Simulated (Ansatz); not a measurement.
Input file of a DFT run on HfC with Ansatz:

```yaml
crystal:
  lattice:
    - [0.0, 2.339144322, 2.339144322]
    - [2.339144322, 0.0, 2.339144322]
    - [2.339144322, 2.339144322, 0.0]
  atoms:
    - { symbol: Hf, position: [0.5, 0.5, 0.5] }
    - { symbol: C, position: [0.0, 0.0, 0.0] }
basis:
  ecutwfc: 420
  ecutrho_ratio: 4
kpoints:
  mp_grid: { grid: [12, 12, 12] }
hamiltonian:
  xc: pbe
scf:
  occupations: { method: gaussian, width: 0.05 }
output:
  forces: true
  stress: true
  eigenvalues: true
  populations: true
magnetization:
  noncollinear: true
  spin_orbit: true
```

Launched as:
```sh
ansatz run input.yaml --threads 4 --pin off --max-ram 7168MiB --backend cpu --events-out ev --progress --plain --runs-dir out
```

The compound is reported in the structure type of the start.

The output:

```
Pseudopotentials: kind: paw_fr
Pseudopotential: Hf, paw_fr, valence charge 26, recommended cutoff 420 eV (normal), Hf.paw.azcp#standard-fr
Pseudopotential: C, paw_fr, valence charge 4, recommended cutoff 420 eV (normal), C.paw.azcp#standard-fr
Crystal: 2 atoms, lattice volume = 25.598 Å³
Basis set: ecut = 420 eV, 531 PW (Γ), exchange–correlation on 48×48×48 points (8 copies of the dense FFT grid, shifted against one another)
Bands: 38, of which v1, the nominal top of the filled ones, is band 30 counted from 1 (29 counted from 0)
Symmetry: 48 space group operations + 48 with time reversal
Magnetic group: BNS 225.117 (UNI 1619), of the structure as read, at distance tolerance 2.9e-5 Å
k-points: 72 of 1728
Projection manifold: j_resolved (fully-relativistic pseudo-atomic orbitals)
Initial density: superposition of atomic densities (chi_scale 0.1, normalization cell, long waves kept (reshape's long-wave potential 0.00 eV rms))
Initial wavefunctions: pseudopotential atomic-orbital guess
Functional: x = pbe(κ = 0.804, μ = 0.21951), c = pbe(β = 0.06672)
```

SCF trace (energy estimate counted from the last row):
```
iteration  ΔE (eV)  density residual (eV)  M (μB)
        1   -0.623                 2.94e0  0.00e0
        2   -0.209                9.91e-1  0.00e0
        3  5.7e-04                2.31e-2  0.00e0
        4  6.4e-04                3.51e-3  0.00e0
        5  3.0e-05                1.12e-4  0.00e0
        6  1.0e-06                1.05e-6  0.00e0
        7    0.000                2.87e-8  0.00e0
        8    0.000               9.41e-10  0.00e0
```

```
SCF 1 converged in 8 iterations: F = -15992.770723 eV  dr2 = 9.41e-10
SCF converged after 8 iterations
Magnetization: |M| = 0.0000 μB,  M = (+0.0000, +0.0000, +0.0000) μB
Absolute magnetization: 0.0000 μB (∫|m|)
  site 0: m = (+0.0000, +0.0000, +0.0000) μB, |m| = 0.0000 μB  (R = 0.96 Å)
  site 1: m = (+0.0000, +0.0000, +0.0000) μB, |m| = 0.0000 μB  (R = 0.96 Å)
Free energy (F): -15992.770723 eV
E sigma→0 (E₀):  -15992.770414 eV
Entropy (-TS):   -0.000618 eV (-0.309 meV/atom)
Fermi energy:    19.829816 eV
--- Forces (eV/Å), atoms counted from 1 ---
  atom   1  Hf     0.00000000     0.00000000     0.00000000
  atom   2  C      0.00000000     0.00000000     0.00000000
--- Stress (GPa, compression-positive) ---
       -4.463109       0.000000       0.000000
        0.000000      -4.463109       0.000000
        0.000000       0.000000      -4.463109
  P = ⅓ Tr σ = -4.4631 GPa (-44.631 kbar)
--- Löwdin populations: 2 sites ---
  site symbol       q [e]
     0     Hf     25.2234
     1      C      4.7342
```

In short (PBE+SOC): pressure -4.5 GPa, gap on the mesh zero (metallic).

Run time: 4.6 s on 4 threads of Arm Neoverse V2, on a shared host, peak memory 0.53 GiB.
